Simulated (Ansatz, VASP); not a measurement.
# ZnS in two plane-wave programs

Wanted: the spread between two codes on one cell, functional and k mesh. The structure shown is the end of the Ansatz relaxation below.

Main program and level: Ansatz 0.2.0; plane waves, with VASP 6.6.1 beside it; single point at PBEsol.

## (1) Set-up

The structure is hexagonal, space group P6_3mc (No. 186). The conventional cell has a = 3.802 Å, b = 3.802 Å, c = 6.084 Å, α = 90.00°, β = 90.00°, γ = 120.00°. Nearest to Zn lie 4 S at 2.31 Å. Nearest to S lie 4 Zn at 2.31 Å. Farther neighbours and most contacts between anions are not listed.

## (2) Ansatz: relaxation, PBEsol

Ansatz runs on its PAW soft_1 files.

This run makes the geometry at which the two programs are then compared.

Contents of input.yaml:

```yaml
crystal:
  lattice:
    - [3.80112105, 0.0, 0.0]
    - [-1.900560525, 3.2918673922, 0.0]
    - [0.0, 0.0, 6.08356658]
  atoms:
    - { symbol: Zn, position: [0.3333333, 0.6666667, 1.67e-05] }
    - { symbol: Zn, position: [0.6666667, 0.3333333, 0.5000167] }
    - { symbol: S, position: [0.6666667, 0.3333333, 0.125859] }
    - { symbol: S, position: [0.3333333, 0.6666667, 0.625859] }
kpoints:
  mp_grid: { grid: [8, 8, 5] }
scf:
  occupations: { method: fermi_dirac, width: 0.02 }
hamiltonian:
  xc: pbesol
  pseudopotentials: { kind: paw, azcp: { folder: soft_1 }, xc_functional: pbe }
basis:
  ecutwfc: 600
output:
  forces: true
  stress: true
relax:
  f_tol: 0.005
  max_steps: 70
  cell: { stress_tol: 0.02, p_target: 0, fix: [c, alpha, beta, gamma] }
```

The run is started by

```
$ ansatz run input.yaml --threads 4 --pin off --max-ram 10240MiB --backend cpu --events-out ev --progress --plain --runs-dir out
```

Numbers of over 12 decimals in the logs are rounded to 6 here.

Output:

```text
Warning: crystal.symmetry: narrowed to the stabiliser of the fixed cell quantities (relax.cell.fix) — unitary ops 12 → 4. The narrowing is safe, since a smaller group never makes results wrong: the run goes on under it, on as many k-points as the starting group would need, or more. Excluded: 8 operations that would move a fixed cell quantity at a test strain (relax.cell.fix fixes c, alpha, beta, gamma). The cell can leave their symmetry as it relaxes.
Engine: ansatz 0.2.0, aarch64-unknown-linux-gnu
Pseudopotentials: kind: paw
Pseudopotential: Zn, paw, valence charge 12, recommended cutoff 420 eV (normal), soft_1/Zn.paw.azcp
Pseudopotential: S, paw, valence charge 6, recommended cutoff 420 eV (normal), soft_1/S.paw.azcp
Functional definition: PBEsol
  exchange = pbesol_x
  correlation = pbesol_c
Crystal: 4 atoms, lattice volume = 76.122 Å³
Basis set: ecut = 600 eV, 2551 PW (Γ), exchange–correlation on 64×64×100 points (8 copies of the dense FFT grid, shifted against one another)
Bands: 22, of which v1, the nominal top of the filled ones, is band 18 counted from 1 (17 counted from 0)
Symmetry: 4 space group operations
k-points: 63 of 320 (time reversal used)
Non-local potential: Zn, projectors of the file, l = 0: 2, l = 1: 2, l = 2: 3, l = 3: 1
Non-local potential: S, projectors of the file, l = 0: 2, l = 1: 2, l = 2: 1
PAW form: soft (Blöchl's): semilocal exchange-correlation on the pseudo side does not see the compensation charge
PAW frozen core: Zn, regenerated for the run's functional, and the local potential with it (the file was generated under x = pbe(κ = 0.804, μ = 0.219515), c = pbe(β = 0.066725))
PAW frozen core: S, regenerated for the run's functional, and the local potential with it (the file was generated under x = pbe(κ = 0.804, μ = 0.219515), c = pbe(β = 0.066725))
PAW one-centre angular grid: Zn, 590 points (default); XC on 64 Gauss nodes
PAW one-centre angular grid: S, 110 points (default); XC on 64 Gauss nodes
Initial density: superposition of atomic densities (chi_scale 0.1, normalization cell, long waves kept (reshape's long-wave potential 0.00 eV rms))
Initial wavefunctions: pseudopotential atomic-orbital guess
Functional: x = pbesol(κ = 0.804, μ = 0.123457), c = pbesol(β = 0.046)
SCF iter   1: F=—  HF=-8335.039644 eV  |F-HF|=—  |Δ(HF+E_count)|=         —  Δρ=3.92e-2  dr2=6.74e-1  ethr=3.10e-3  ⟨swp⟩=7.0  Hψ=8019  notcnv=0
preconditioner: auto → Resta (q_TF=auto, 2.408 Å⁻¹)  ε∞=6.3  [insulator: Δε(μ)=2.443 eV  Ē_g=11.044 eV  σ=0.020 eV  W_gap=1.00  n_scr=22 (ndim 8)  ℏωp=25.5 eV  f_vac=0.004  D(μ)=0.00/eV (n_scr^D=0)  ε∞_Penn≈6.3]
SCF iter   2: F=—  HF=-8334.896661 eV  |F-HF|=—  |Δ(HF+E_count)|=   1.43e-1  Δρ=1.63e-2  dr2=1.53e-1  ethr=1.87e-3  ⟨swp⟩=2.9  Hψ=3099  notcnv=0
SCF iter   3: F=—  HF=-8334.875538 eV  |F-HF|=—  |Δ(HF+E_count)|=   2.11e-2  Δρ=1.03e-2  dr2=5.14e-2  ethr=4.26e-4  ⟨swp⟩=2.0  Hψ=2646  notcnv=0
SCF iter   4: F=—  HF=-8334.859487 eV  |F-HF|=—  |Δ(HF+E_count)|=   1.61e-2  Δρ=3.34e-3  dr2=5.55e-3  ethr=1.43e-4  ⟨swp⟩=2.0  Hψ=3150  notcnv=0
SCF iter   5: F=—  HF=-8334.861303 eV  |F-HF|=—  |Δ(HF+E_count)|=   1.82e-3  Δρ=4.63e-4  dr2=2.33e-4  ethr=1.54e-5  ⟨swp⟩=2.6  Hψ=2632  notcnv=0
SCF iter   6: F=—  HF=-8334.861554 eV  |F-HF|=—  |Δ(HF+E_count)|=   2.52e-4  Δρ=2.89e-4  dr2=6.97e-5  ethr=6.46e-7  ⟨swp⟩=2.6  Hψ=2538  notcnv=0
SCF iter   7: F=—  HF=-8334.861630 eV  |F-HF|=—  |Δ(HF+E_count)|=   7.54e-5  Δρ=9.66e-5  dr2=3.08e-6  ethr=1.94e-7  ⟨swp⟩=2.1  Hψ=2421  notcnv=0
SCF iter   8: F=—  HF=-8334.861635 eV  |F-HF|=—  |Δ(HF+E_count)|=   4.85e-6  Δρ=2.81e-5  dr2=3.34e-7  ethr=8.55e-9  ⟨swp⟩=2.0  Hψ=2386  notcnv=0
SCF iter   9: F=-8334.861635 eV  HF=-8334.861635 eV  |F-HF|=5.26e-9  |Δ(HF+E_count)|=   2.24e-7  Δρ=2.48e-6  dr2=6.73e-9  ethr=2.78e-10  ⟨swp⟩=5.0  Hψ=6028  notcnv=0
SCF 1 converged in 9 iterations: F = -8334.861635 eV  dr2 = 6.73e-9
  greatest PAW one-centre occupation: 0.982 electrons in one spin orbital (limit 2), on the Zn atom at site 1 (counted from 0), in its partial waves of l = 2
relax step   1: F+E_penalty+E_count = -8334.86163488 eV  Δ(F+E_penalty+E_count) = +0.000e0 eV  max|allowed force component| = 2.057e-1 eV/Å  Δτ_max = 0.0000 Å  P = +0.944 GPa  Ω = 76.122 Å³  fix = [c, alpha, beta, gamma]  reactions: c +3.693 GPa; gamma +0.000 GPa/rad  (9 SCF iters, dr2 threshold 1.00e-7 eV, accepted)
[...]
relax step   2: F+E_penalty+E_count = -8334.86493760 eV  Δ(F+E_penalty+E_count) = -3.303e-3 eV  max|allowed force component| = 1.364e-1 eV/Å  Δτ_max = 0.0049 Å  P = +0.898 GPa  Ω = 76.136 Å³  energy of the carried Pulay correction = -6.746e-7 eV  fix = [c, alpha, beta, gamma]  reactions: c +3.296 GPa; gamma -0.000 GPa/rad  (4 SCF iters, dr2 threshold 4.00e-7 eV, accepted)
[...]
relax step   3: F+E_penalty+E_count = -8334.86768218 eV  Δ(F+E_penalty+E_count) = -2.745e-3 eV  max|allowed force component| = 1.304e-3 eV/Å  Δτ_max = 0.0104 Å  P = +0.837 GPa  Ω = 76.156 Å³  energy of the carried Pulay correction = -1.623e-6 eV  fix = [c, alpha, beta, gamma]  reactions: c +2.527 GPa; gamma +0.000 GPa/rad  (5 SCF iters, dr2 threshold 4.00e-7 eV, accepted)
[...]
relax step   4: F+E_penalty+E_count = -8334.86768611 eV  Δ(F+E_penalty+E_count) = -3.932e-6 eV  max|allowed force component| = 1.276e-3 eV/Å  Δτ_max = 0.0000 Å  P = +0.838 GPa  Ω = 76.156 Å³  fix = [c, alpha, beta, gamma]  reactions: c +2.528 GPa; gamma +0.000 GPa/rad  stress off target by 7.40e-3 GPa on what of the cell is left free  SCF on the basis re-selected at this cell (its energy is not comparable with the rows above)  (6 SCF iters)
basis re-selected at this cell: Δ(F+E_penalty+E_count) = -3.932e-6 eV, ΔP = +0.000 GPa vs the last step (what re-selecting the basis moved, of the pressure what is left beyond the Pulay correction that the steps carried, after the strain that the cell walked since its last selection, with what the two solves' SCF thresholds leave and, on support functions, any second-order correction that the steps lacked; it is no m [...]
SCF converged after 6 iterations
Free energy (F): -8334.867686 eV
Harris-Foulkes:  -8334.867686 eV  (|F-HF|=7.28e-12)
Internal energy: -8334.867686 eV  (E = F + TS)
E sigma→0 (E₀):  -8334.867686 eV
Fermi energy:    7.265681 eV
--- Per-component energies (eV) ---
  E_band       = 17.025451
  E_kinetic    = 508.049481
  E_local      = -4498.982733  (includes V_loc(G=0)·N_el)
  E_nonlocal   = 1712.927992
  E_hartree    = 1712.157548
  E_xc         = -332.313792
  E_vxc        = -268.909602  (∫ρ·V_xc dr)
  E_paw        = -4905.456760  (= ΣΔE_a)
  E_vpaw       = -860.374855  (= ΣTr[D̂ρ^β])
  E_aug_tail   = 0.000024  (compensation charges beyond the density's cutoff)
  E_ewald      = -2532.968056
  E_core_change = 1.718610  (= ΣΔE_core)
  E_smearing   = -0.000000  (= −TS)
  E_closure    = -0.000000  (closes the sum)
  Σ components = -8334.867686   (vs F -8334.867686, Δ=0.00e0)
--- Forces (eV/Å), atoms counted from 1 ---
  atom   1  Zn    -0.00000004     0.00000002    -0.00127570
  atom   2  Zn     0.00000004    -0.00000002    -0.00127570
  atom   3  S      0.00000004    -0.00000002     0.00127562
  atom   4  S     -0.00000004     0.00000002     0.00127562
  max |Σ_I F_I| component: 1.53e-7 eV/Å
--- Stress (GPa, compression-positive) ---
       -0.007404      -0.000000       0.000000
       -0.000000      -0.007404       0.000000
        0.000000       0.000000       2.527502
  P = ⅓ Tr σ = 0.8376 GPa (8.376 kbar)
--- Relaxed structure (3 steps of the walk, 3 accepted, 1 SCFs on fresh bases) ---
  F+E_penalty+E_count = -8334.86768611 eV   max|allowed force component| = 1.276e-3 eV/Å   (the final SCF, on the basis selected at the relaxed cell)
  cell:  # Å, volume = 76.1560 Å³
    - [3.801960, 0, 0]
    - [-1.900980, 3.292594, 0]
    - [0, 0, 6.08356658]
  atoms:
    - { symbol: Zn, position: [0.333333, 0.666667, 0.0025289] }
    - { symbol: Zn, position: [0.666667, 0.333333, 0.502529] }
    - { symbol: S, position: [0.666667, 0.333333, 0.123347] }
    - { symbol: S, position: [0.333333, 0.666667, 0.623347] }
```

## (3) VASP: single point, PBEsol, pair 1

The same cell, functional, mesh and smearing now go to VASP, with its own data sets.

Lines of VASP's logs that name or quote its potential files are left out, and so is its time.

Contents of INCAR:

```
SYSTEM = ZnS
PREC = Accurate
ENCUT = 500
EDIFF = 1E-06
NELM = 120
ISMEAR = -1
SIGMA = 0.02
LREAL = .FALSE.
ALGO = Normal
GGA = PS
NBANDS = 24
LORBIT = 11
LWAVE = .FALSE.
LCHARG = .FALSE.
ISIF = 2
LASPH = .TRUE.
GGA_COMPAT = .FALSE.
EFERMI = MIDGAP
KPAR = 2
```

Contents of POSCAR:

```
ZnS
1.0
    3.8019604836      0.0000000000      0.0000000000
   -1.9009802418      3.2925943630      0.0000000000
    0.0000000000      0.0000000000      6.0835665800
Zn S
2 2
Direct
    0.3333333343      0.6666666657      0.0025288986
    0.6666666657      0.3333333343      0.5025288986
    0.6666666667      0.3333333333      0.1233468014
    0.3333333333      0.6666666667      0.6233468014
```

Contents of KPOINTS:

```
Automatic mesh
0
Gamma
8 8 5
0 0 0
```

PAW data sets: Zn and S (PBE family, release 64).

The run is started by

```
$ mpirun -np 2 vasp_std
```

Output:

```text
[banner, memory and clock lines left out]
running    2 mpi-ranks, on    1 nodes
 distrk:  each k-point on    1 cores,    2 groups
 distr:  one band on    1 cores,    1 groups

 POSCAR found type information on POSCAR ZnS
 POSCAR found :  2 types and       4 ions
|                                                                             |
|               ----> ADVICE to this user running VASP <----                  |
|                                                                             |
|     You enforced a specific xc type in the INCAR file but a different       |
|     [... a line on the potential file left out ...]
|     I HOPE YOU KNOW WHAT YOU ARE DOING!                                     |
|                                                                             |

 LDA part: xc-table for (Slater+PW92), standard interpolation
 POSCAR, INCAR and KPOINTS ok, starting setup
 FFT: planning ... GRIDC
 FFT: planning ... GRID_SOFT
 FFT: planning ... GRID
 WAVECAR not read
 entering main loop
       N       E                     dE             d eps       ncg     rms          rms(c)
DAV:   1     0.230833319483E+03    0.23083E+03   -0.16905E+04  1440   0.177E+03
DAV:   2     0.419369136644E+01   -0.22664E+03   -0.21931E+03  1576   0.360E+02
DAV:   3    -0.155722942775E+02   -0.19766E+02   -0.19674E+02  1792   0.108E+02
DAV:   4    -0.159669390511E+02   -0.39464E+00   -0.39441E+00  1704   0.162E+01
DAV:   5    -0.159744133011E+02   -0.74743E-02   -0.74739E-02  1832   0.206E+00    0.101E+01
DAV:   6    -0.151529356264E+02    0.82148E+00   -0.20107E+00  1984   0.441E+01    0.775E+00
DAV:   7    -0.151681302362E+02   -0.15195E-01   -0.16037E+00  1600   0.754E+00    0.334E+00
DAV:   8    -0.151535377545E+02    0.14592E-01   -0.54523E-02  1960   0.298E+00    0.988E-01
DAV:   9    -0.151529816996E+02    0.55605E-03   -0.17055E-02  2000   0.206E+00    0.240E-01
DAV:  10    -0.151530763539E+02   -0.94654E-04   -0.87952E-04  1928   0.377E-01    0.148E-01
DAV:  11    -0.151532026171E+02   -0.12626E-03   -0.23083E-04  1672   0.174E-01    0.981E-02
DAV:  12    -0.151531992840E+02    0.33331E-05   -0.47553E-05  1792   0.123E-01    0.124E-02
DAV:  13    -0.151532020992E+02   -0.28153E-05   -0.86049E-06  1704   0.159E-02    0.550E-03
DAV:  14    -0.151532015557E+02    0.54350E-06   -0.94650E-07  1184   0.745E-03
   1 F= -.15153202E+02 E0= -.15153202E+02  d E =0.000000E+00
```

OUTCAR, selected parts (step 3):

```text
ion  position               nearest neighbor table
   1  0.333  0.667  0.003-   4 2.31   3 2.31   3 2.31   3 2.31
   2  0.667  0.333  0.503-   3 2.31   4 2.31   4 2.31   4 2.31
   3  0.667  0.333  0.123-   2 2.31   1 2.31   1 2.31   1 2.31
   4  0.333  0.667  0.623-   1 2.31   2 2.31   2 2.31   2 2.31

  LATTYP: Found a hexagonal cell.
 ALAT       =     3.8019604836
 C/A-ratio  =     1.6001130486

 Subroutine GETGRP returns: Found 12 space group operations
 (whereof  6 operations were pure point group operations)

The static configuration has the point symmetry C_3v.
 The point group associated with its full space group is C_6v.

 Found     30 irreducible k-points:

   k-points           NKPTS =     30   k-points in BZ     NKDIM =     30   number of bands    NBANDS=     24

   dimension x,y,z NGX =    28 NGY =   28 NGZ =   48
   dimension x,y,z NGXF=    56 NGYF=   56 NGZF=   96

   ENCUT  =  500.0 eV  36.75 Ry    6.06 a.u.   6.93  6.93 11.09*2*pi/ulx,y,z

   NELECT =      36.0000    total number of electrons

 k-points in reciprocal lattice and weights: Automatic mesh
   0.00000000  0.00000000  0.00000000       0.003
   0.12500000 -0.00000000  0.00000000       0.019
   0.25000000 -0.00000000  0.00000000       0.019
   0.37500000  0.00000000  0.00000000       0.019
   0.50000000 -0.00000000  0.00000000       0.009
   0.12500000  0.12500000  0.00000000       0.019
   0.25000000  0.12500000  0.00000000       0.038
   0.37500000  0.12500000  0.00000000       0.038
   0.25000000  0.25000000  0.00000000       0.019
[...]
0.25000000  0.25000000  0.40000000       0.038
   0.37500000  0.25000000  0.40000000       0.038

 average (electrostatic) potential at core
       1 -35.8361       2 -35.8361       3 -88.4255       4 -88.4255

 E-fermi :   3.4817

 k-point     1 :       0.0000    0.0000    0.0000
  band No.  band energies     occupation
    ...
     14       1.3278      2.00000
     15       1.3278      2.00000
     16       2.3302      2.00000
     17       2.3302      2.00000
     18       2.3629      2.00000
     19       4.6004      0.00000
     20       5.1765      0.00000
     21       8.4442      0.00000
     22       8.4442      0.00000
     23       9.0964      0.00000
    ...

 k-point     2 :       0.1250   -0.0000    0.0000
  band No.  band energies     occupation
    ...
     14       0.5134      2.00000
     15       1.0709      2.00000
     16       1.4460      2.00000
     17       2.1935      2.00000
     18       2.2029      2.00000
     19       5.4179      0.00000
     20       5.8916      0.00000
     21       8.0406      0.00000
     22       8.7649      0.00000
     23       9.2894      0.00000
    ...

 k-point     3 :       0.2500   -0.0000    0.0000
  band No.  band energies     occupation
    ...
     14      -0.8282      2.00000
     15       0.0723      2.00000
     16       0.5396      2.00000
     17       1.7214      2.00000
     18       1.8561      2.00000
     19       6.2000      0.00000
     20       6.3789      0.00000
     21       8.1823      0.00000
     22       8.9109      0.00000
     23       9.2412      0.00000
    ...

  Total        0.0870185      0.0870185      1.2934202      0.0000000      0.0000000      0.0000000
  in kB        1.8307031      1.8307031     27.2111012      0.0000000      0.0000000      0.0000000
  external PRESSURE =      10.2908358 kB  Pullay stress =       0.0000000 kB

  energy-cutoff  :      500.00
  volume of cell :       76.16
      direct lattice vectors                 reciprocal lattice vectors
     3.801960484  0.000000000  0.000000000     0.263022197  0.151855936  0.000000000
    -1.900980242  3.292594363  0.000000000     0.000000000  0.303711873  0.000000000
     0.000000000  0.000000000  6.083566580     0.000000000  0.000000000  0.164377259

 POSITION                                       TOTAL-FORCE (eV/Angst)
 -----------------------------------------------------------------------------------
      0.00000      2.19506      0.01538         0.000000     -0.000000     -0.001101
      1.90098      1.09753      3.05717        -0.000000      0.000000     -0.001101
      1.90098      1.09753      0.75039        -0.000000     -0.000000      0.001101
     -0.00000      2.19506      3.79217        -0.000000     -0.000000      0.001101
 -----------------------------------------------------------------------------------
    total drift:                                0.000001      0.000000      0.000366

  FREE ENERGIE OF THE ION-ELECTRON SYSTEM (eV)
  ---------------------------------------------------
  free  energy   TOTEN  =       -15.1532015557 eV

  energy  without entropy=      -15.1532015557  energy(sigma->0) =      -15.15320156

 total charge
# of ion       s       p       d       tot
------------------------------------------
    1        0.534   0.512   9.803  10.848
    2        0.534   0.512   9.803  10.848
    3        1.308   2.429   0.000   3.737
    4        1.308   2.429   0.000   3.737
--------------------------------------------------
tot          3.683   5.882  19.606  29.172

[... 3 further parts left out ...]
```

The run ends at a pressure of 1.03 GPa, with forces up to 0.0011 eV/Å.

## (4) Comparison

Known differences besides the potentials themselves: the cutoff is 600 eV in Ansatz and 500 eV in VASP; Ansatz makes its cores anew for this functional, VASP keeps those of its PBE data sets; Ansatz's pressure holds a Pulay correction, VASP's none. Total energies have different zeros and are not compared.

Both answers:

```
              quantity  Ansatz   VASP  difference
        pressure (GPa)    0.84   1.03       -0.19
gap on the k mesh (eV)   2.228  2.237      -0.009
```

A gap on the mesh is an upper bound, since the band edges may lie between its points.

## (5) Ansatz: relaxation, PBEsol

This run makes the geometry at which the two programs are then compared. The cell compared in this pair holds 76.52 Å³, against 76.16 Å³ for the pair before.

The structure compared here is the end of the Ansatz relaxation.

input.yaml: that of step 2 with these lines changed.

```diff
@@ -2,5 +2,5 @@
   lattice:
-    - [3.80112105, 0.0, 0.0]
-    - [-1.900560525, 3.2918673922, 0.0]
-    - [0.0, 0.0, 6.08356658]
+    - [3.791665525, 0.0, 0.0]
+    - [-1.8958327625, 3.2836786673, 0.0]
+    - [0.0, 0.0, 6.14564379]
   atoms:
```

The run is started by

```
$ ansatz run input.yaml --threads 4 --pin off --max-ram 10240MiB --backend cpu --events-out ev --progress --plain --runs-dir out
```

Output:

```text
[...]
Crystal: 4 atoms, lattice volume = 76.517 Å³
Basis set: ecut = 600 eV, 2551 PW (Γ), exchange–correlation on 64×64×100 points (8 copies of the dense FFT grid, shifted against one another)
Bands: 22, of which v1, the nominal top of the filled ones, is band 18 counted from 1 (17 counted from 0)
Symmetry: 4 space group operations
k-points: 63 of 320 (time reversal used)
[...]
--- Relaxed structure (3 steps of the walk, 3 accepted, 1 SCFs on fresh bases) ---
[...]
cell:  # Å, volume = 76.5180 Å³
    - [3.791690, 0, 0]
    - [-1.895845, 3.283700, 0]
    - [0, 0, 6.14564379]
  atoms:
    - { symbol: Zn, position: [0.333333, 0.666667, 0.00118736] }
    - { symbol: Zn, position: [0.666667, 0.333333, 0.501187] }
    - { symbol: S, position: [0.666667, 0.333333, 0.124688] }
    - { symbol: S, position: [0.333333, 0.666667, 0.624688] }
[key lines of the parts left out:]
SCF converged after 6 iterations
Free energy (F): -8334.876908 eV
Fermi energy:    7.186354 eV
P = ⅓ Tr σ = 0.4279 GPa (4.279 kbar)
```

[end of part 1 of 2]

[Lines on the potential files, build, host, timing and source positions are cut from VASP's logs without a mark.]

[Logs are printed without paths, hosts, clocks, repeated set-up lines and the standing remarks that a program may print on its own settings, such as how far it seeks lower states.]

[Hosts, paths, dates, database ids (printed as entryN), source tags and the programs' standing remarks are cut or masked in the printed files.]
